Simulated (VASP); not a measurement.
# KBr (Pm-3m) in VASP: notebook

Runs on KBr. Level: PBE. Tasks: single point.

All numbers are computed with VASP 6.6.1; they aren't measurements. Logs are shortened: lines on timing, memory, paths and dates and some standing lists are left out, and cuts for length are marked.

## (1) The structure

It takes space group Pm-3m (No. 221, cubic). The conventional cell has a = 4.043 Å, b = 4.043 Å, c = 4.043 Å, α = 90.00°, β = 90.00°, γ = 90.00°. Around Br (site symmetry m-3m) lie 8 K at 3.50 Å. Around K (site symmetry m-3m) lie 8 Br at 3.50 Å.

Measurements of this composition are mostly on another form, of space group No. 225.

## (2) Single point, PBE

File INCAR:

```
  PREC = Accurate
  ENCUT = 400
  EDIFF = 1E-6
  ISMEAR = 0
  SIGMA = 0.05
  LREAL = False
  LASPH = True
  NELM = 100
  ALGO = Normal
  ISIF = 2
  LWAVE = False
  LCHARG = False
  GGA = PE
  NBANDS = 14
  ADDGRID = False
```

File KPOINTS:

```
Automatic mesh
0
Gamma
  4 4 4
```

File POSCAR:

```
KBr
1.0
    4.0434990000      0.0000000000      0.0000000000
    0.0000000000      4.0434990000      0.0000000000
    0.0000000000      0.0000000000      4.0434990000
Br K
1 1
Direct
    0.5000000000      0.5000000000      0.5000000000
    0.0000000000      0.0000000000      0.0000000000
```

Potentials or basis: VASP PAW PBE potentials, release 64 (Br, K_pv).

The run is started by

```bash
cat potpaw_PBE.64/Br/POTCAR potpaw_PBE.64/K_pv/POTCAR > POTCAR
mpirun -np 1 vasp_std > vasp.out
```

OUTCAR:

```text
PREC = Accurate
   ENCUT = 400
   EDIFF = 1E-6
   ISMEAR = 0
   LREAL = False
   LASPH = True
   NELM = 100
   ISIF = 2
   GGA = PE

 Found     10 irreducible k-points:

 Following reciprocal coordinates:
            Coordinates               Weight
  0.000000  0.000000  0.000000      1.000000
  0.250000  0.000000  0.000000      6.000000
  0.500000  0.000000  0.000000      3.000000
  0.250000  0.250000  0.000000     12.000000
  0.500000  0.250000  0.000000     12.000000
  0.500000  0.500000  0.000000      3.000000
   k-points           NKPTS =     10   k-points in BZ     NKDIM =     10   number of bands    NBANDS=     14
   number of dos      NEDOS =    301   number of ions     NIONS =      2
   total plane-waves  NPLWV =  21952
   dimension x,y,z NGX =    28 NGY =   28 NGZ =   28
   dimension x,y,z NGXF=    56 NGYF=   56 NGZF=   56
   ions per type =               1   1
   NGX,Y,Z   is equivalent  to a cutoff of  11.51, 11.51, 11.51 a.u.
   NGXF,Y,Z  is equivalent  to a cutoff of  23.02, 23.02, 23.02 a.u.
 SYSTEM =  unknown system
   PREC   = accura    normal or accurate (medium, high low for compatibility)
   ISTART =      0    job   : 0-new  1-cont  2-samecut
   ICHARG =      2    charge: 1-file 2-atom 10-const
   ISPIN  =      1    spin polarized calculation?
   LNONCOLLINEAR =      F non collinear calculations
   LSORBIT =      F    spin-orbit coupling
   LASPH  =      T    aspherical Exc in radial PAW
   ENCUT  =  400.0 eV  29.40 Ry    5.42 a.u.   6.59  6.59  6.59*2*pi/ulx,y,z
   NELM   =    100;   NELMIN=  2; NELMDL= -5     # of ELM steps
   EDIFF  = 0.1E-05   stopping-criterion for ELM
[... 18 lines left out ...]
     AMIX     =   0.40;   BMIX     =  1.00
     AMIX_MAG =   1.60;   BMIX_MAG =  1.00
  volume/ion in A,a.u.               =      33.06       223.07
  Fermi-wavevector in a.u.,A,eV,Ry     =   0.975799  1.843992 12.955234  0.952183
  Thomas-Fermi vector in A             =   2.106367
   LORBIT       =      0    0 simple, 1 ext, 2 COOP (PROOUT), +10 PAW based schemes
   GGA     = PE    functional components
[... 5 lines left out ...]
 non-spin polarized calculation
 Gauss-broadening in eV      SIGMA  =   0.05
  energy-cutoff  :      400.00
  volume of cell :       66.11
 maximum number of plane-waves:      1222
 NGX is ok and might be reduce to    28
   NGX = 13   NGY = 13   NGZ = 13

 number of electron      13.9999998 magnetization

 Free energy of the ion-electron system (eV)
  ---------------------------------------------------
  ext. energy  EPLUGINS =         0.00000000
  ---------------------------------------------------
  free energy    TOTEN  =        -6.03743214 eV

  energy without entropy =       -6.03743214  energy(sigma->0) =       -6.03743214

 E-fermi :  -1.6853     XC(G=0):  -7.7929

 val. band max:       -1.9526466592   @ k =   0.5000   0.5000   0.0000
 cond. band min:       1.9006978806   @ k =   0.0000   0.0000   0.0000
 fundamental gap:      3.8533445398
 Fermi energy:        -1.6853380077

 k-point     1 :       0.0000    0.0000    0.0000
  band No.  band energies     occupation
      1     -14.7351      2.00000
      2     -14.0408      2.00000
      3     -14.0408      2.00000
      4     -14.0408      2.00000
      5      -2.2144      2.00000
      6      -2.2144      2.00000
      7      -2.2144      2.00000
      8       1.9007      0.00000
      9       3.8941      0.00000
     10       3.8941      0.00000
     11       7.8459      0.00000
     12       7.8459      0.00000
     13       7.8459      0.00000
     14      10.5897      0.00000

 k-point     2 :       0.2500    0.0000    0.0000
  band No.  band energies     occupation
      1     -14.8256      2.00000
      2     -14.0312      2.00000
      3     -14.0312      2.00000
      4     -13.9372      2.00000
      5      -3.1921      2.00000
      6      -2.1999      2.00000
      7      -2.1999      2.00000
      8       3.0912      0.00000
      9       4.3637      0.00000
     10       5.0014      0.00000
     11       7.7083      0.00000
     12       7.7083      0.00000
     13       8.1138      0.00000
     14       8.7102      0.00000

 k-point     3 :       0.5000    0.0000    0.0000
  band No.  band energies     occupation
      1     -14.9070      2.00000
      2     -14.0216      2.00000
      3     -14.0216      2.00000
      4     -13.8382      2.00000
      5      -3.9001      2.00000
      6      -2.1860      2.00000
      7      -2.1860      2.00000
      8       4.5331      0.00000
      9       5.2328      0.00000
     10       5.7012      0.00000
     11       6.9860      0.00000
     12       7.8430      0.00000
     13       7.8430      0.00000
     14       8.4536      0.00000

 k-point     4 :       0.2500    0.2500    0.0000
  band No.  band energies     occupation
      1     -14.7781      2.00000
      2     -14.1113      2.00000
      3     -14.0228      2.00000
      4     -13.9137      2.00000
      5      -3.1528      2.00000
      6      -2.8627      2.00000
      7      -2.1375      2.00000
      8       3.8093      0.00000
      9       4.6430      0.00000
     10       5.7182      0.00000
     11       6.8516      0.00000
     12       7.2481      0.00000
     13       7.9215      0.00000
     14       8.5799      0.00000

 k-point     5 :       0.5000    0.2500    0.0000
  band No.  band energies     occupation
      1     -14.7486      2.00000
      2     -14.1026      2.00000
      3     -14.0143      2.00000
      4     -13.9581      2.00000
      5      -3.6340      2.00000
      6      -2.8232      2.00000
      7      -2.0734      2.00000
      8       4.2101      0.00000
      9       4.7210      0.00000
     10       6.3646      0.00000
     11       6.7875      0.00000
     12       6.8657      0.00000
     13       7.4803      0.00000
     14       9.0508      0.00000

 k-point     6 :       0.5000    0.5000    0.0000
  band No.  band energies     occupation
      1     -14.4866      2.00000
      2     -14.1816      2.00000
      3     -14.1816      2.00000
      4     -14.0070      2.00000
      5      -3.3383      2.00000
      6      -3.3383      2.00000
      7      -1.9526      2.00000
      8       3.2617      0.00000
      9       4.5448      0.00000
     10       6.1288      0.00000
     11       6.1288      0.00000
     12       8.3563      0.00000
     13       8.3563      0.00000
     14       9.1745      0.00000

 [... further k-points ...]

------------------------ aborting loop because EDIFF is reached ----------------------------------------

  FORCE on cell =-STRESS in cart. coord.  units (eV):
  Direction    XX          YY          ZZ          XY          YZ          ZX
  --------------------------------------------------------------------------------------
  -------------------------------------------------------------------------------------
  Total        0.0563869      0.0563869      0.0563869      0.0000000      0.0000000      0.0000000
  in kB        1.3665226      1.3665226      1.3665226      0.0000000      0.0000000      0.0000000
  external PRESSURE =       1.3665226 kB  Pullay stress =       0.0000000 kB

 VOLUME and BASIS-vectors are now :
 -----------------------------------------------------------------------------
  energy-cutoff  :      400.00
  volume of cell :       66.11
      direct lattice vectors                 reciprocal lattice vectors
     4.043499000  0.000000000  0.000000000     0.247310559  0.000000000  0.000000000
     0.000000000  4.043499000  0.000000000     0.000000000  0.247310559  0.000000000
     0.000000000  0.000000000  4.043499000     0.000000000  0.000000000  0.247310559

 POSITION                                       TOTAL-FORCE (eV/Angst)
 -----------------------------------------------------------------------------------
      2.02175      2.02175      2.02175         0.000000      0.000000      0.000000
      0.00000      0.00000      0.00000         0.000000      0.000000      0.000000
 -----------------------------------------------------------------------------------
    total drift:                               -0.000000      0.000000      0.000000

  FREE ENERGIE OF THE ION-ELECTRON SYSTEM (eV)
  ---------------------------------------------------
  free  energy   TOTEN  =        -6.0374321380 eV

  energy  without entropy=       -6.0374321380  energy(sigma->0) =       -6.03743214
```

Run time: 4.7 s. Hardware: 1 thread of Intel Xeon Platinum 8488C (Sapphire Rapids), shared host; peak memory 0.15 GiB.

These settings aren't checked as converged: the numbers below hold their error.

What came out:

```yaml
Free_energy: -6.0374 eV
Pressure: 0.1 GPa
Band_gap_on_the_k_mesh: 3.85 eV, indirect (least direct gap 4.12 eV)
```

## (3) Single point, PBE

INCAR: that of step 2 with these lines changed.

```diff
@@ -1,3 +1,3 @@
   PREC = Accurate
-  ENCUT = 400
+  ENCUT = 450
   EDIFF = 1E-6
```

KPOINTS is that of step 2.

POSCAR is that of step 2.

Potentials or basis: VASP PAW PBE potentials, release 64 (Br, K_pv).

The run is started by

```bash
cat potpaw_PBE.64/Br/POTCAR potpaw_PBE.64/K_pv/POTCAR > POTCAR
mpirun -np 1 vasp_std > vasp.out
```

OUTCAR:

```text
PREC = Accurate
   ENCUT = 450
   EDIFF = 1E-6
   ISMEAR = 0
   LREAL = False
   LASPH = True
   NELM = 100
   ISIF = 2
   GGA = PE

 Found     10 irreducible k-points:

 Following reciprocal coordinates:
            Coordinates               Weight
  0.000000  0.000000  0.000000      1.000000
  0.250000  0.000000  0.000000      6.000000
  0.500000  0.000000  0.000000      3.000000
  0.250000  0.250000  0.000000     12.000000
  0.500000  0.250000  0.000000     12.000000
[... 181 lines left out ...]

  FORCE on cell =-STRESS in cart. coord.  units (eV):
  Direction    XX          YY          ZZ          XY          YZ          ZX
  --------------------------------------------------------------------------------------
  -------------------------------------------------------------------------------------
  Total        0.0633746      0.0633746      0.0633746     -0.0000000      0.0000000      0.0000000
  in kB        1.5358678      1.5358678      1.5358678     -0.0000000      0.0000000      0.0000000
  external PRESSURE =       1.5358678 kB  Pullay stress =       0.0000000 kB

 VOLUME and BASIS-vectors are now :
 -----------------------------------------------------------------------------
  energy-cutoff  :      450.00
  volume of cell :       66.11
      direct lattice vectors                 reciprocal lattice vectors
     4.043499000  0.000000000  0.000000000     0.247310559  0.000000000  0.000000000
     0.000000000  4.043499000  0.000000000     0.000000000  0.247310559  0.000000000
     0.000000000  0.000000000  4.043499000     0.000000000  0.000000000  0.247310559

 POSITION                                       TOTAL-FORCE (eV/Angst)
 -----------------------------------------------------------------------------------
      2.02175      2.02175      2.02175         0.000000      0.000000      0.000000
      0.00000      0.00000      0.00000         0.000000      0.000000      0.000000
 -----------------------------------------------------------------------------------
    total drift:                               -0.000000      0.000000      0.000000

  FREE ENERGIE OF THE ION-ELECTRON SYSTEM (eV)
  ---------------------------------------------------
  free  energy   TOTEN  =        -6.0376523689 eV

  energy  without entropy=       -6.0376523689  energy(sigma->0) =       -6.03765237
```

OSZICAR:

```text
N       E                     dE             d eps       ncg     rms          rms(c)
DAV:   1     0.691658617197E+02    0.69166E+02   -0.57675E+03   304   0.769E+02
DAV:   2    -0.160756019397E+01   -0.70773E+02   -0.65528E+02   358   0.173E+02
DAV:   3    -0.620587781700E+01   -0.45983E+01   -0.45856E+01   340   0.386E+01
DAV:   4    -0.623770359899E+01   -0.31826E-01   -0.31824E-01   322   0.378E+00
DAV:   5    -0.623789037179E+01   -0.18677E-03   -0.18677E-03   348   0.316E-01    0.226E+00
DAV:   6    -0.606120169519E+01    0.17669E+00   -0.20969E-01   298   0.241E+00    0.159E+00
DAV:   7    -0.603444606119E+01    0.26756E-01   -0.98310E-02   316   0.197E+00    0.842E-01
DAV:   8    -0.603746374084E+01   -0.30177E-02   -0.88442E-03   286   0.718E-01    0.131E-01
DAV:   9    -0.603751686290E+01   -0.53122E-04   -0.50625E-04   378   0.152E-01    0.655E-02
DAV:  10    -0.603765267384E+01   -0.13581E-03   -0.18838E-04   280   0.100E-01    0.107E-02
DAV:  11    -0.603765236885E+01    0.30499E-06   -0.95334E-07   350   0.795E-03
   1 F= -.60376524E+01 E0= -.60376524E+01  d E =-.456883E-15
```

stdout:

```text
POSCAR found type information on POSCAR BrK
 POSCAR found :  2 types and       2 ions
 scaLAPACK will be used
 LDA part: xc-table for (Slater+PW92), standard interpolation
 POSCAR, INCAR and KPOINTS ok, starting setup
 FFT: planning ... GRIDC
 FFT: planning ... GRID_SOFT
 FFT: planning ... GRID
 WAVECAR not read
 entering main loop
```

It took 4.2 s on 1 thread of Intel Xeon Platinum 8488C (Sapphire Rapids), shared host; peak memory 0.15 GiB.

The run converged, but some of its settings lie outside the range that counts as converged, so its numbers aren't taken as properties of the crystal.

Results:

```
Free energy            : -6.0377 eV
Pressure               : 0.2 GPa
Band gap on the k mesh : 3.85 eV, indirect (least direct gap 4.12 eV)
```

## (4) Single point, PBE

INCAR: that of step 3 with these lines changed.

```diff
@@ -1,3 +1,3 @@
   PREC = Accurate
-  ENCUT = 450
+  ENCUT = 350
   EDIFF = 1E-6
```

File KPOINTS:

```
Automatic mesh
0
Gamma
  5 5 5
```

POSCAR is that of step 3.

The run is started by

```bash
cat potpaw_PBE.64/Br/POTCAR potpaw_PBE.64/K_pv/POTCAR > POTCAR
mpirun -np 1 vasp_std > vasp.out
```

Run time: 4.3 s. Hardware: 1 thread of Intel Xeon Platinum 8488C (Sapphire Rapids), shared host; peak memory 0.15 GiB.

The run converged, but some of its settings lie outside the range that counts as converged, so its numbers aren't taken as properties of the crystal.

What came out:

```yaml
Free_energy: -6.0408 eV
Pressure: 0.1 GPa
Band_gap_on_the_k_mesh: 3.90 eV, indirect (least direct gap 4.12 eV)
```

Caveat: an odd mesh through Γ misses points on the zone boundary, where band edges often lie.

## (5) Single point, PBE

INCAR: that of step 4 with these lines changed.

```diff
@@ -1,3 +1,3 @@
   PREC = Accurate
-  ENCUT = 350
+  ENCUT = 550
   EDIFF = 1E-6
```

File KPOINTS:

```
Automatic mesh
0
Gamma
  4 4 4
```

POSCAR is that of step 4.

The run is started by

```bash
cat potpaw_PBE.64/Br/POTCAR potpaw_PBE.64/K_pv/POTCAR > POTCAR
mpirun -np 1 vasp_std > vasp.out
```

Wall time 5 s (1 thread of Intel Xeon Platinum 8488C (Sapphire Rapids), shared host); peak memory 0.18 GiB.

These settings aren't checked as converged: the numbers below hold their error.

What came out:

* Free energy: -6.0378 eV
* Pressure: 0.2 GPa
* Band gap on the k mesh: 3.85 eV, indirect (least direct gap 4.12 eV)

## (6) Single point, PBE

INCAR: that of step 5 with these lines changed.

```diff
@@ -1,3 +1,3 @@
   PREC = Accurate
-  ENCUT = 550
+  ENCUT = 250
   EDIFF = 1E-6
```

File KPOINTS:

```
Automatic mesh
0
Gamma
  6 6 6
```

POSCAR is that of step 5.

Potentials or basis: VASP PAW PBE potentials, release 64 (Br, K_pv).

The run is started by

```bash
cat potpaw_PBE.64/Br/POTCAR potpaw_PBE.64/K_pv/POTCAR > POTCAR
mpirun -np 1 vasp_std > vasp.out
```

OUTCAR:

```text
PREC = Accurate
   ENCUT = 250
   EDIFF = 1E-6
   ISMEAR = 0
   LREAL = False
   LASPH = True
   NELM = 100
   ISIF = 2
   GGA = PE

 Found     20 irreducible k-points:

 Following reciprocal coordinates:
            Coordinates               Weight
  0.000000  0.000000  0.000000      1.000000
  0.166667  0.000000  0.000000      6.000000
  0.333333  0.000000  0.000000      6.000000
  0.500000  0.000000  0.000000      3.000000
  0.166667  0.166667  0.000000     12.000000
  0.333333  0.166667  0.000000     24.000000
   k-points           NKPTS =     20   k-points in BZ     NKDIM =     20   number of bands    NBANDS=     14
   number of dos      NEDOS =    301   number of ions     NIONS =      2
   total plane-waves  NPLWV =  13824
   dimension x,y,z NGX =    24 NGY =   24 NGZ =   24
   dimension x,y,z NGXF=    48 NGYF=   48 NGZF=   48
   ions per type =               1   1
   NGX,Y,Z   is equivalent  to a cutoff of   9.87,  9.87,  9.87 a.u.
   NGXF,Y,Z  is equivalent  to a cutoff of  19.73, 19.73, 19.73 a.u.
 SYSTEM =  unknown system
   PREC   = accura    normal or accurate (medium, high low for compatibility)
   ISTART =      0    job   : 0-new  1-cont  2-samecut
   ICHARG =      2    charge: 1-file 2-atom 10-const
   ISPIN  =      1    spin polarized calculation?
   LNONCOLLINEAR =      F non collinear calculations
   LSORBIT =      F    spin-orbit coupling
[... 72 lines left out ...]
     11       7.8501      0.00000
     12       7.8501      0.00000
     13       7.8501      0.00000
     14      10.5927      0.00000
[... 71 lines left out ...]
      1     -14.8195      2.00000
      2     -14.0748      2.00000
      3     -14.0185      2.00000
      4     -13.8988      2.00000
      5      -3.4686      2.00000
      6      -2.5690      2.00000
      7      -2.1523      2.00000
      8       3.9697      0.00000
      9       4.7555      0.00000
     10       5.6946      0.00000
     11       7.0551      0.00000
     12       7.2453      0.00000
     13       7.9589      0.00000
     14       8.5710      0.00000

 [... further k-points ...]

------------------------ aborting loop because EDIFF is reached ----------------------------------------

  FORCE on cell =-STRESS in cart. coord.  units (eV):
  Direction    XX          YY          ZZ          XY          YZ          ZX
  --------------------------------------------------------------------------------------
  -------------------------------------------------------------------------------------
  Total        0.0039041      0.0039041      0.0039041      0.0000000     -0.0000000      0.0000000
  in kB        0.0946148      0.0946148      0.0946148      0.0000000     -0.0000000      0.0000000
  external PRESSURE =       0.0946148 kB  Pullay stress =       0.0000000 kB

 VOLUME and BASIS-vectors are now :
 -----------------------------------------------------------------------------
  energy-cutoff  :      250.00
  volume of cell :       66.11
      direct lattice vectors                 reciprocal lattice vectors
     4.043499000  0.000000000  0.000000000     0.247310559  0.000000000  0.000000000
     0.000000000  4.043499000  0.000000000     0.000000000  0.247310559  0.000000000
     0.000000000  0.000000000  4.043499000     0.000000000  0.000000000  0.247310559

 POSITION                                       TOTAL-FORCE (eV/Angst)
 -----------------------------------------------------------------------------------
      2.02175      2.02175      2.02175         0.000000      0.000000      0.000000
      0.00000      0.00000      0.00000         0.000000      0.000000      0.000000
 -----------------------------------------------------------------------------------
    total drift:                                0.000000     -0.000000     -0.000000

  FREE ENERGIE OF THE ION-ELECTRON SYSTEM (eV)
  ---------------------------------------------------
  free  energy   TOTEN  =        -6.0409237952 eV

  energy  without entropy=       -6.0409237952  energy(sigma->0) =       -6.04092380
```

stdout:

```text
POSCAR found type information on POSCAR BrK
 POSCAR found :  2 types and       2 ions
 scaLAPACK will be used
 LDA part: xc-table for (Slater+PW92), standard interpolation
 POSCAR, INCAR and KPOINTS ok, starting setup
 FFT: planning ... GRIDC
 FFT: planning ... GRID_SOFT
 FFT: planning ... GRID
 WAVECAR not read
 entering main loop
```

Wall time 3.8 s (1 thread of Intel Xeon Platinum 8488C (Sapphire Rapids), shared host); peak memory 0.13 GiB.

These settings aren't checked as converged: the numbers below hold their error.

What came out:

```
Free energy            : -6.0409 eV
Pressure               : 0.0 GPa
Band gap on the k mesh : 3.85 eV, indirect (least direct gap 4.12 eV)
```

Caveat: the cutoff is under 1.25 times the usual one of these potentials, so pressure, stress and relaxed cells hold a basis-set (Pulay) error.

## (7) For comparison

An earlier run on the cell as given: functional PBE; potentials or basis VASP PAW PBE potentials, release 64 (Br, K_sv); cutoff 520 eV; k mesh 7 × 7 × 7; occupations fermi-dirac, width 0.05 eV; no spin polarisation.

- Pressure: 0.0 GPa
- Band gap on the k mesh: 3.89 eV, indirect (least direct gap 4.12 eV)
